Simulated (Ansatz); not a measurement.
# Cr: do energies and stresses tell the same story?

Level of theory: Ansatz 0.2.0, DFT PBEsol, scalar-relativistic, plane waves, PAW.

Cutoff 420 eV; k points 20×20×20 on the computed 1-atom cell (Γ-centred); Gaussian smearing, width 0.10 eV; no spin polarisation.

Relaxed cell: Im-3m, a = 2.814 Å, b = 2.814 Å, c = 2.814 Å, α = 90.00°, β = 90.00°, γ = 90.00°, 1 atom in the primitive cell.

Energies at zero smearing and pressures from the stress tensor, at volumes with shape and atoms relaxed:
```tsv
V (Å³/atom)	E − E(first) (meV/atom)	P (GPa)
10.475	0.00	19.92
10.809	-30.03	9.17
11.143	-39.27	0.00
11.478	-30.78	-7.84
11.812	-7.18	-14.53
```

Task: Check P = −dE/dV between neighbouring volumes, and get the bulk modulus from the pressures alone.

Result: With 1 eV/Å³ = 160.2 GPa:
| middle V (Å³/atom) | −ΔE/ΔV (GPa) | mean P (GPa) |
| --- | --- | --- |
| 10.642 | 14.394 | 14.547 |
| 10.976 | 4.424 | 4.585 |
| 11.311 | -4.065 | -3.921 |
| 11.645 | -11.313 | -11.183 |

The two differ by 0.16 GPa at most. The mean of two end pressures misses the average over a step by about ΔV² P″/12, up to 0.14 GPa here; with that taken off 0.04 GPa remains. The stress is the derivative of the free energy, not of the energy at zero smearing, and with free energies 0.01 GPa remains. Around V = 11.143 Å³/atom, the two neighbours give B = −V ΔP/ΔV = 11.143 × 17.01 / 0.669 = 283.6 GPa, against B0 = 282.7 GPa from the Birch–Murnaghan fit of the energies.

A ferromagnetic start lost its moments in a first run, so spin was left out; other magnetic orders weren't tried.